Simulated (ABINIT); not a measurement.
A run of ABINIT 10.8.3 (patched build):

File run.abi:

```
ndtset 3

pp_dirpath "./"
pseudos "Ba.upf, Ti.upf, O.upf"

acell 3*1.0
rprim
     7.5702428553     0.0000000000     0.0000000000
     0.0000000000     7.5702428553     0.0000000000
     0.0000000000     0.0000000000     7.5702428553
ntypat 3
znucl 56 22 8
natom 5
typat 1 2 3 3 3
xred
            1/2            1/2            1/2
            0.0            0.0            0.0
            0.0            0.0            1/2
            0.0            1/2            0.0
            1/2            0.0            0.0

ecut 952.398519 eV

ngkpt 4 4 4
nshiftk 1
shiftk 0.5 0.5 0.5

ixc 11

nband 20
occopt 1

nstep 80
diemac 6.0

prteig 0
prtebands 0
prtwf 0
prtden 0
prtpot 0

kptopt1 1
tolvrs1 1.0e-15
prtwf1 1

iscf2 -3
rfelfd2 2
rfdir2 1 1 1
getwfk2 1
kptopt2 2
nqpt2 1
qpt2 0.0 0.0 0.0
tolwfr2 1.0e-18
prtwf2 1

rfelfd3 3
rfdir3 1 1 1
getwfk3 1
getddk3 2
kptopt3 2
nqpt3 1
qpt3 0.0 0.0 0.0
tolvrs3 1.0e-8
```

File mrgddb.in:

```
merged_DDB
BaTiO3
2
runo_DS1_DDB
runo_DS3_DDB
```

anaddb.abi

```
ddb_filepath "merged_DDB"
output_file "anaddb.abo"
outdata_prefix "ana"
asr 1
chneut 1
dipdip 1
dieflag 2
enunit 0
```

Potentials or basis: PseudoDojo NC SR PBE v0.4.1 standard.

The run is started by

```bash
$ abinit run.abi > log 2>&1
$ mrgddb < mrgddb.in > mrgddb.log 2>&1
$ anaddb anaddb.abi > anaddb.log 2>&1
```

Hardware: 1 thread of Intel(R) Xeon(R) Platinum 8488C (Sapphire Rapids), on a shared host.

Estimate the wall time of this run.

It took 16 min on 1 thread of Intel(R) Xeon(R) Platinum 8488C (Sapphire Rapids), with other jobs on the host, peak memory 0.22 GiB. Counts: scf iterations 159, mpi ranks 1, k points 4, bands 20, plane waves 4311.
